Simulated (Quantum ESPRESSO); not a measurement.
A run of Quantum ESPRESSO 7.5:

Contents of pw.in:

```
&CONTROL
  calculation = 'vc-relax'
  prefix = 'pwscf'
  outdir = './tmp'
  pseudo_dir = './pseudo'
  tprnfor = .true.
  tstress = .true.
  disk_io = 'low'
  nstep = 40
  forc_conv_thr = 0.0004
  etot_conv_thr = 1d-05
/
&SYSTEM
  ibrav = 0
  nat = 1
  ntyp = 1
  ecutwfc = 63
  ecutrho = 506
  nbnd = 16
  input_dft = 'pbesol'
  occupations = 'smearing'
  smearing = 'fd'
  degauss = 0.00367493
  nspin = 2
  starting_magnetization(1) = 0.2143
/
&ELECTRONS
  conv_thr = 2d-10
  electron_maxstep = 120
  mixing_beta = 0.3
/
&IONS
  ion_dynamics = 'bfgs'
/
&CELL
  cell_dynamics = 'bfgs'
  press = 300
  press_conv_thr = 0.3
/
ATOMIC_SPECIES
Cr    51.9961 cr_pbe_v1.5.uspp.F.UPF
CELL_PARAMETERS angstrom
  -1.4844496776    1.4844496776    1.4844496776
   1.4844496776   -1.4844496776    1.4844496776
   1.4844496776    1.4844496776   -1.4844496776
ATOMIC_POSITIONS crystal
Cr     0.0000000000    0.0000000000    0.0000000000
K_POINTS automatic
12 12 12 0 0 0
```

Potentials or basis: SSSP 1.3 efficiency PBE.

Launch:

```console
$ OMP_NUM_THREADS=1 pw.x -in pw.in > pw.out
```

Hardware: 1 thread of Arm Neoverse N1, on a shared host.

Problem. How long does it take, and how much memory?

Solution. Wall time 4.8 min on 1 thread of Arm Neoverse N1 (shared host), peak memory 0.11 GiB. Counts: scf iterations 74, k pools 1, bands 16, ion steps 7, k points 72, g dense 16949.
